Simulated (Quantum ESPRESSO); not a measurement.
# CdSe (F-43m) in Quantum ESPRESSO: further runs, part 2 of 4

Quantum ESPRESSO 7.5. The steps go on from the part before.

**3. Phonons, LDA, target pressure 15 GPa, at which the enthalpy is minimised**

Contents of pw.in:

```
&CONTROL
  calculation = 'scf'
  prefix = 'pwscf'
  outdir = './tmp'
  pseudo_dir = './pseudo'
  tprnfor = .true.
  tstress = .true.
  disk_io = 'low'
/
&SYSTEM
  ibrav = 0
  nat = 2
  ntyp = 2
  ecutwfc = 45
  ecutrho = 360
  nbnd = 15
  occupations = 'smearing'
  smearing = 'fd'
  degauss = 0.00367493
/
&ELECTRONS
  conv_thr = 4d-10
  electron_maxstep = 120
  mixing_beta = 0.5
/
ATOMIC_SPECIES
Cd   112.4140 cd_lda_v1.uspp.F.UPF
Se    78.9710 se_lda_v1.uspp.F.UPF
CELL_PARAMETERS angstrom
   0.0000000000    3.0702711986    3.0702711986
   3.0702711986    0.0000000000    3.0702711986
   3.0702711986    3.0702711986    0.0000000000
ATOMIC_POSITIONS angstrom
Cd     0.0000000000    0.0000000000    0.0000000000
Se     1.5351355993    1.5351355993    1.5351355993
K_POINTS automatic
6 6 6 1 1 1
```

Contents of relax.in:

```
&CONTROL
  calculation = 'vc-relax'
  prefix = 'pwscf'
  outdir = './tmp'
  pseudo_dir = './pseudo'
  tprnfor = .true.
  tstress = .true.
  disk_io = 'low'
  nstep = 40
  forc_conv_thr = 0.0001
  etot_conv_thr = 1d-06
/
&SYSTEM
  ibrav = 0
  nat = 2
  ntyp = 2
  ecutwfc = 45
  ecutrho = 360
  nbnd = 15
  occupations = 'smearing'
  smearing = 'fd'
  degauss = 0.00367493
/
&ELECTRONS
  conv_thr = 4d-10
  electron_maxstep = 120
  mixing_beta = 0.5
/
&IONS
  ion_dynamics = 'bfgs'
/
&CELL
  cell_dynamics = 'bfgs'
  press = 150
  press_conv_thr = 0.2
/
ATOMIC_SPECIES
Cd   112.4140 cd_lda_v1.uspp.F.UPF
Se    78.9710 se_lda_v1.uspp.F.UPF
CELL_PARAMETERS angstrom
   0.0000000000    3.0702711986    3.0702711986
   3.0702711986    0.0000000000    3.0702711986
   3.0702711986    3.0702711986    0.0000000000
ATOMIC_POSITIONS angstrom
Cd     0.0000000000    0.0000000000    0.0000000000
Se     1.5351355993    1.5351355993    1.5351355993
K_POINTS automatic
6 6 6 1 1 1
```

Contents of gamma.in:

```
&CONTROL
  calculation = 'bands'
  prefix = 'pwscf'
  outdir = './tmp'
  pseudo_dir = './pseudo'
  disk_io = 'low'
  verbosity = 'high'
/
&SYSTEM
  ibrav = 0
  nat = 2
  ntyp = 2
  ecutwfc = 45
  ecutrho = 360
  nbnd = 15
  occupations = 'smearing'
  smearing = 'fd'
  degauss = 0.00367493
/
&ELECTRONS
  conv_thr = 1d-08
  electron_maxstep = 120
  mixing_beta = 0.5
  diago_full_acc = .true.
  startingwfc = 'random'
/
ATOMIC_SPECIES
Cd   112.4140 cd_lda_v1.uspp.F.UPF
Se    78.9710 se_lda_v1.uspp.F.UPF
CELL_PARAMETERS angstrom
   0.0000000000    2.8356413856    2.8356413856
   2.8356413856    0.0000000000    2.8356413856
   2.8356413856    2.8356413856    0.0000000000
ATOMIC_POSITIONS angstrom
Cd     0.0000000000    0.0000000000    0.0000000000
Se     1.4178206928    1.4178206928    1.4178206928
K_POINTS crystal
1
0.0 0.0 0.0 1
```

Contents of scf2.in:

```
&CONTROL
  calculation = 'scf'
  prefix = 'pwscf'
  outdir = './tmp'
  pseudo_dir = './pseudo'
  tprnfor = .true.
  tstress = .true.
  disk_io = 'low'
/
&SYSTEM
  ibrav = 0
  nat = 2
  ntyp = 2
  ecutwfc = 45
  ecutrho = 360
  nbnd = 15
  occupations = 'fixed'
/
&ELECTRONS
  conv_thr = 1d-13
  electron_maxstep = 120
  mixing_beta = 0.5
  startingpot = 'file'
/
ATOMIC_SPECIES
Cd   112.4140 cd_lda_v1.uspp.F.UPF
Se    78.9710 se_lda_v1.uspp.F.UPF
CELL_PARAMETERS angstrom
   0.0000000000    2.8356413856    2.8356413856
   2.8356413856    0.0000000000    2.8356413856
   2.8356413856    2.8356413856    0.0000000000
ATOMIC_POSITIONS angstrom
Cd     0.0000000000    0.0000000000    0.0000000000
Se     1.4178206928    1.4178206928    1.4178206928
K_POINTS automatic
6 6 6 1 1 1
```

Contents of ph.in:

```
phonons of CdSe
&INPUTPH
  prefix = 'pwscf'
  outdir = './tmp'
  tr2_ph = 1d-18
  fildyn = 'dyn'
  niter_ph = 90
  alpha_mix(1) = 0.7
  epsil = True
/
0.0000000000 0.0000000000 0.0000000000
```

Contents of dynmat.in:

```
&INPUT
  fildyn = 'dyn'
  asr = 'crystal'
  lperm = .true.
  filout = 'dynmat.disp'
  fileig = 'dynmat.eig'
/
```

Contents of dynmat_lo.in:

```
&INPUT
  fildyn = 'dyn'
  asr = 'crystal'
  filout = 'dynmat_lo.disp'
  fileig = 'dynmat_lo.eig'
  q(1) = 0
  q(2) = 0
  q(3) = 1
/
```

Potentials or basis: GBRV 1.5 LDA.

Command:

```sh
$ OMP_NUM_THREADS=1 mpirun -n 4 pw.x -nk 4 -in pw.in > pw.out
$ OMP_NUM_THREADS=1 mpirun -n 4 pw.x -nk 4 -in relax.in > relax.out
$ OMP_NUM_THREADS=1 mpirun -n 4 pw.x -in gamma.in > gamma.out
$ OMP_NUM_THREADS=1 mpirun -n 4 pw.x -nk 4 -in scf2.in > scf2.out
$ OMP_NUM_THREADS=1 mpirun -n 4 ph.x -nk 4 -in ph.in > ph.out
$ OMP_NUM_THREADS=1 mpirun -n 1 dynmat.x -in dynmat.in > dynmat.out
$ OMP_NUM_THREADS=1 mpirun -n 1 dynmat.x -in dynmat_lo.in > dynmat_lo.out
```

pw.out:

```text
This program is part of the open-source Quantum ESPRESSO suite
     for quantum simulation of materials; please cite
[... 6 lines left out ...]
     using ibrav=0 with symmetry is DISCOURAGED, use correct ibrav instead

     K-points division:     npool     =       4
     Subspace diagonalization in iterative solution of the eigenvalue problem:
     a serial algorithm will be used

     G-vector sticks info
     --------------------
     sticks:   dense  smooth     PW     G-vecs:    dense   smooth      PW
     Sum        1663     847    253                45071    16049    2733

     Using Slab Decomposition

     bravais-lattice index     =            0
     lattice parameter (alat)  =       8.2052  a.u.
     unit-cell volume          =     390.6221 (a.u.)^3
     number of atoms/cell      =            2
     number of atomic types    =            2
     number of electrons       =        18.00
[... 262 lines left out ...]

          k =-0.5303 0.1768-0.0589 (  1996 PWs)   bands (ev):

    -7.4745  -3.0070  -2.9818  -2.8941  -2.7711  -2.5534   0.8934   2.7280
     3.1499   8.3402   8.9745  11.4540  13.1752  13.9520  17.0565

          k =-0.4125 0.0589 0.0589 (  2001 PWs)   bands (ev):
[... 51 lines left out ...]
    -7.4959  -3.0515  -3.0353  -2.8115  -2.7927  -2.4966   0.4893   2.9768
     3.7226   7.7741  10.2070  11.5210  11.7722  14.7302  15.6747

     the Fermi energy is     5.1345 ev

!    total energy              =    -157.78432342 Ry
     estimated scf accuracy    <          8.1E-11 Ry
     smearing contrib. (-TS)   =      -0.00000008 Ry
     internal energy E=F+TS    =    -157.78432334 Ry

     The total energy is F=E-TS. E is the sum of the following terms:
     one-electron contribution =     -42.59669518 Ry
     hartree contribution      =      34.12041748 Ry
     xc contribution           =     -68.23612710 Ry
     ewald contribution        =     -81.07191854 Ry

     convergence has been achieved in   8 iterations

     negative rho (up, down):  1.910E-02 0.000E+00

     Forces acting on atoms (cartesian axes, Ry/au):

     atom    1 type  1   force =    -0.00000000    0.00000000    0.00000000
     atom    2 type  2   force =    -0.00000000   -0.00000000    0.00000000

     Total force =     0.000000     Total SCF correction =     0.000000

     Computing stress (Cartesian axis) and pressure

     negative rho (up, down):  1.910E-02 0.000E+00
          total   stress  (Ry/bohr**3)                   (kbar)     P=      -30.66
  -0.00020845   0.00000000   0.00000000          -30.66        0.00        0.00
   0.00000000  -0.00020845   0.00000000            0.00      -30.66        0.00
   0.00000000   0.00000000  -0.00020845            0.00        0.00      -30.66

=------------------------------------------------------------------------------=
   JOB DONE.
=------------------------------------------------------------------------------=
```

gamma.out:

```text
This program is part of the open-source Quantum ESPRESSO suite
     for quantum simulation of materials; please cite
         "P. Giannozzi et al., J. Phys.:Condens. Matter 21 395502 (2009);
         "P. Giannozzi et al., J. Phys.:Condens. Matter 29 465901 (2017);
         "P. Giannozzi et al., J. Chem. Phys. 152 154105 (2020);
     in publications or presentations arising from this work. More details at
[... 355 lines left out ...]

          k = 0.0000 0.0000 0.0000 (  1471 PWs)   bands (ev):

    -6.1915  -0.9746  -0.9746  -0.9746  -0.3160  -0.3160   7.9736   7.9736
     7.9736   8.6604  13.6436  13.6436  13.6436  18.2337  19.6357

=------------------------------------------------------------------------------=
   JOB DONE.
=------------------------------------------------------------------------------=
```

It took 5.5 min on 4 MPI ranks of Intel Xeon at 2.50GHz (Skylake/Cascade Lake), shared host; peak memory 0.44 GiB.

Results:

```
Free energy                                             : -2146.4314 eV
Relaxed volume                                          : 22.80 Å³/atom
Relaxed cell                                            : a = 4.010 Å, b = 4.010 Å, c = 4.010 Å, α = 60.00°, β = 60.00°, γ = 60.00°
Space group after relaxing (to 0.05 Å)                  : F-43m (No. 216)
Pressure after relaxing                                 : 15.6 GPa
Electronic dielectric tensor (diagonal)                 : 7.92
Born charges (mean of the diagonal)                     : Cd +1.97; Se -1.97 e
Highest phonon frequency at Γ, LO-TO splitting left out : 236 cm⁻¹
Static dielectric tensor (diagonal)                     : 9.55
```

Step by step:
```csv
step,energy change (eV),largest force (eV/Å),pressure (GPa),volume (Å³)
1,0.0000,0.0000,-3.07,57.88
2,-0.0255,0.0000,1.88,52.71
3,0.3173,0.0000,15.13,45.55
4,0.3114,0.0000,14.97,45.61
5,0.3126,0.0000,15.00,45.60
```

Final structure:
```cif
data_structure
_symmetry_space_group_name_H-M 'P 1'
_symmetry_Int_Tables_number 1
_cell_length_a 4.0102
_cell_length_b 4.0102
_cell_length_c 4.0102
_cell_angle_alpha 60.000
_cell_angle_beta 60.000
_cell_angle_gamma 60.000
_cell_volume 45.60
loop_
_atom_site_label
_atom_site_type_symbol
_atom_site_fract_x
_atom_site_fract_y
_atom_site_fract_z
_atom_site_occupancy
Cd1 Cd 0.00000 0.00000 0.00000 1
Se1 Se 0.25000 0.25000 0.25000 1
```

Phonon frequencies in cm⁻¹ (negative: imaginary):
```tsv
q point	frequencies
(0.000, 0.000, 0.000)	-6 -6 -6 236 236 236
```

Electronic dielectric tensor:
```
7.92 0.00 0.00
0.00 7.92 0.00
0.00 0.00 7.92
```

Born effective charge tensors (e):
atom 1, Cd
```
1.97 0.00 0.00
0.00 1.97 0.00
0.00 0.00 1.97
```
atom 2, Se
```
-1.97  0.00  0.00
 0.00 -1.97  0.00
 0.00  0.00 -1.97
```

Optical modes at Γ, degenerate ones joined, polar ones without the macroscopic field:
```
cm⁻¹  components  symmetry     active in  IR intensity, summed ((D/Å)²/amu)
 236           3        T2  IR and Raman                               5.77
```

Zone-centre frequencies without and with the macroscopic field along z (cm⁻¹):
|  | optical modes in rising order |
| --- | --- |
| without | 236 236 236 |
| with the field | 236 236 259 |

Static dielectric tensor, electrons and zone-centre modes:
```
9.55 0.00 0.00
0.00 9.55 0.00
0.00 0.00 9.55
```

Caveat: the mesh is thin for the dielectric tensor, Born charges and intensities, which usually come out too large; the volume moved by over 15 % at a fixed basis, so the end points are rough; the cell is more than 3 GPa from zero pressure, which shifts response properties.

(Part 2 of 4 ends here.)
